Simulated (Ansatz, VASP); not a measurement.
# One calculation of ZnO, two programs

INCAR

```
SYSTEM = ZnO
PREC = Accurate
ENCUT = 520
EDIFF = 1E-6
ISMEAR = -1
SIGMA = 0.02
LREAL = .False.
LASPH = .True.
NELM = 80
ALGO = Normal
ISIF = 2
LWAVE = .False.
LCHARG = .False.
GGA = PE
NBANDS = 16
```

File KPOINTS:

```
regular mesh
0
Gamma
  10 10 10
  0 0 0
```

The input POSCAR:

```
ZnO
1.0
    0.0000000000      2.1525475758      2.1525475758
    2.1525475758      0.0000000000      2.1525475758
    2.1525475758      2.1525475758      0.0000000000
Zn O
1 1
Direct
    0.0000000000      0.0000000000      0.0000000000
    0.5000000000      0.5000000000      0.5000000000
```

Input for Ansatz:

```yaml
crystal:
  lattice:
    - [0.0, 2.1525475758, 2.1525475758]
    - [2.1525475758, 0.0, 2.1525475758]
    - [2.1525475758, 2.1525475758, 0.0]
  atoms:
    - { symbol: Zn, position: [0.0, 0.0, 0.0] }
    - { symbol: O, position: [0.5, 0.5, 0.5] }
kpoints:
  mp_grid: { grid: [10, 10, 10] }
  band_path:
    path:
      - [0.0, 0.0, 0.0]
      - [0.5, 0.0, 0.5]
      - [0.625, 0.25, 0.625]
      - [0.375, 0.375, 0.75]
      - [0.5, 0.5, 0.5]
      - [0.5, 0.25, 0.75]
    npoints: 1
hamiltonian:
  xc: pbe
scf:
  occupations: { method: fermi_dirac, width: 0.02 }
  n_extra_bands: 4
output:
  forces: true
  stress: true
  eigenvalues: true
```

Change from the starting cell: hydrostatic strain +0.9%.

Alike in both runs: task single point; functional PBE; k mesh 10 × 10 × 10; occupations fermi-dirac, width 0.02 eV; no spin polarisation.

|  | VASP | Ansatz |
| --- | --- | --- |
| version | VASP 6.6.1 | Ansatz 0.2.0 |
| potentials or method | VASP PAW PBE potentials, release 64 (Zn, O) | plane waves, PAW |
| plane-wave cutoff (eV) | 520 | 420 |
| valence electrons in the cell | 18 | 18 |

|  | VASP | Ansatz | Ansatz less VASP |
| --- | --- | --- | --- |
| gap on the k mesh at the Fermi level (eV) | 0.80 | 0.83 | +0.031 |
| pressure (GPa) | 4.0 | 3.0 | -1.02 |

A k mesh can miss the band edges.
